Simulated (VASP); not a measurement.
## VASP 6.6.1 run: KI

INCAR

```
NBANDS = 15
NELM = 120
NSW = 0
LCHARG = .FALSE.
EDIFF = 1E-7
ENCUT = 520
ISMEAR = 1
LWAVE = .FALSE.
IBRION = -1
SIGMA = 0.2
LASPH = .TRUE.
LREAL = .FALSE.
BMIX = 0.5
ISIF = 2
GGA = PE
PREC = Accurate
```

KPOINTS

```
KPOINTS created by Atomic Simulation Environment
0
Gamma
6 6 6
0 0 0
```

POSCAR

```
K  I
 1.0000000000000000
     4.2910852517000002    0.0000000000000000    0.0000000000000000
     0.0000000000000000    4.5339606769999996    0.0000000000000000
     0.0000000000000000    0.0000000000000000    4.2910852517000002
 K   I
   1   1
Cartesian
  0.0000000000000000  0.0000000000000000  0.0000000000000000
  2.1455426258499997  2.2669803384999998  2.1455426258499997
```

The recommended PBE PAW datasets give the neutral cell 16 valence electrons.

Command

```
mpirun -np 1 vasp_std
```

OSZICAR

```
N       E                     dE             d eps       ncg     rms          rms(c)
DAV:   1     0.878248171081E+02    0.87825E+02   -0.64932E+03  1200   0.913E+02
DAV:   2    -0.283540286134E+00   -0.88108E+02   -0.82433E+02  1543   0.214E+02
DAV:   3    -0.529228075066E+01   -0.50087E+01   -0.49885E+01  1674   0.441E+01
DAV:   4    -0.552989073680E+01   -0.23761E+00   -0.23752E+00  1898   0.844E+00
DAV:   5    -0.553192479220E+01   -0.20341E-02   -0.20340E-02  1666   0.810E-01    0.245E+00
DAV:   6    -0.541118785550E+01    0.12074E+00   -0.12548E-01  1564   0.228E+00    0.188E+00
DAV:   7    -0.540557746245E+01    0.56104E-02   -0.61871E-02  1655   0.136E+00    0.970E-01
DAV:   8    -0.540845930736E+01   -0.28818E-02   -0.97584E-03  1428   0.663E-01    0.135E-01
DAV:   9    -0.540864841263E+01   -0.18911E-03   -0.57441E-04  1711   0.150E-01    0.638E-02
DAV:  10    -0.540869966602E+01   -0.51253E-04   -0.72591E-05  1452   0.550E-02    0.208E-02
DAV:  11    -0.540871248916E+01   -0.12823E-04   -0.16669E-05  1473   0.275E-02    0.598E-03
DAV:  12    -0.540871251642E+01   -0.27260E-07   -0.11637E-06  1620   0.769E-03    0.436E-03
DAV:  13    -0.540871251862E+01   -0.22010E-08   -0.98346E-08  1268   0.219E-03
   1 F= -.54087125E+01 E0= -.54103080E+01  d E =0.478634E-02
```

From OUTCAR

```
k-points           NKPTS =     40   k-points in BZ     NKDIM =     40   number of bands    NBANDS=     15

   NELECT =      16.0000    total number of electrons

   dimension x,y,z NGX =    32 NGY =   36 NGZ =   32
   dimension x,y,z NGXF=    64 NGYF=   72 NGZF=   64

  energy-cutoff  :      520.00
  volume of cell :       83.49
      direct lattice vectors                 reciprocal lattice vectors
     4.291085252  0.000000000  0.000000000     0.233041280  0.000000000  0.000000000
     0.000000000  4.533960677  0.000000000     0.000000000  0.220557713  0.000000000
     0.000000000  0.000000000  4.291085252     0.000000000  0.000000000  0.233041280

 k-points in reciprocal lattice and weights: KPOINTS created by Atomic Simulation Env
   0.00000000  0.00000000  0.00000000       0.005
   0.16666667  0.00000000  0.00000000       0.019
   0.33333333  0.00000000  0.00000000       0.019
   0.50000000  0.00000000  0.00000000       0.009
   0.00000000  0.16666667  0.00000000       0.009
   0.16666667  0.16666667  0.00000000       0.037
   0.33333333  0.16666667  0.00000000       0.037
   0.50000000  0.16666667  0.00000000       0.019
   ...

 E-fermi :   0.6850

 k-point     1 :       0.0000    0.0000    0.0000
  band No.  band energies     occupation
      1     -28.9109      2.00000
      2     -12.3632      2.00000
      3     -12.3632      2.00000
      4     -12.3582      2.00000
      5     -10.4830      2.00000
      6      -0.0119      2.00001
      7       0.3301      2.03086
      8       0.3301      2.03086
      9       3.7014     -0.00000
     10       5.3306      0.00000
     11       5.5132      0.00000
     12       8.7501      0.00000
     13       8.7501      0.00000
     14       9.0701      0.00000
     15      10.6049      0.00000

 k-point     2 :       0.1667    0.0000    0.0000
  band No.  band energies     occupation
      1     -28.9097      2.00000
      2     -12.3983      2.00000
      3     -12.3607      2.00000
      4     -12.3554      2.00000
      5     -10.4185      2.00000
      6      -0.3020      2.00000
      7       0.0119      2.00002
      8       0.3567      2.04234
      9       4.2295     -0.00000
     10       5.5853      0.00000
     11       6.1176      0.00000
     12       8.6200      0.00000
     13       8.8658      0.00000
     14       8.9361      0.00000
     15      10.0476      0.00000

 k-point     3 :       0.3333    0.0000    0.0000
  band No.  band energies     occupation
      1     -28.9075      2.00000
      2     -12.4649      2.00000
      3     -12.3557      2.00000
      4     -12.3497      2.00000
      5     -10.2881      2.00000
      6      -1.2028      2.00000
      7       0.0602      2.00009
      8       0.4109      2.06561
      9       5.1624      0.00000
     10       6.1652      0.00000
     11       7.2138      0.00000
     12       8.5199      0.00000
     13       8.6237      0.00000
     14       8.8301      0.00000
     15       9.1429      0.00000

 ...

  Total        0.1483115     -0.6214602      0.1483115      0.0000000      0.0000000      0.0000000
  in kB        2.8462530    -11.9264679      2.8462530      0.0000000      0.0000000      0.0000000
  external PRESSURE =      -2.0779873 kB  Pullay stress =       0.0000000 kB

 POSITION                                       TOTAL-FORCE (eV/Angst)
 -----------------------------------------------------------------------------------
      0.00000      0.00000      0.00000         0.000000      0.000000      0.000000
      2.14554      2.26698      2.14554         0.000000      0.000000      0.000000
 -----------------------------------------------------------------------------------
    total drift:                                0.000000     -0.000000     -0.000000

  FREE ENERGIE OF THE ION-ELECTRON SYSTEM (eV)
  ---------------------------------------------------
  free  energy   TOTEN  =        -5.4087125186 eV

  energy  without entropy=       -5.4134988553  energy(sigma->0) =       -5.41030796
```

It converged. Results: gap between bands v and c on the k mesh 3.06 eV; least direct gap on the k mesh 3.37 eV; pressure -0.2 GPa. Band v is the last that the valence electrons fill when counted band by band, and c is the next.

For comparison, a separate PBE run of the intended cell, on usual settings and not on those above, gives a gap of 3.06 eV on its mesh and a pressure of -0.2 GPa.

The run above took about 33 s on one core of a shared host (Intel Xeon Platinum 8488C) and held 0.19 GiB at most.
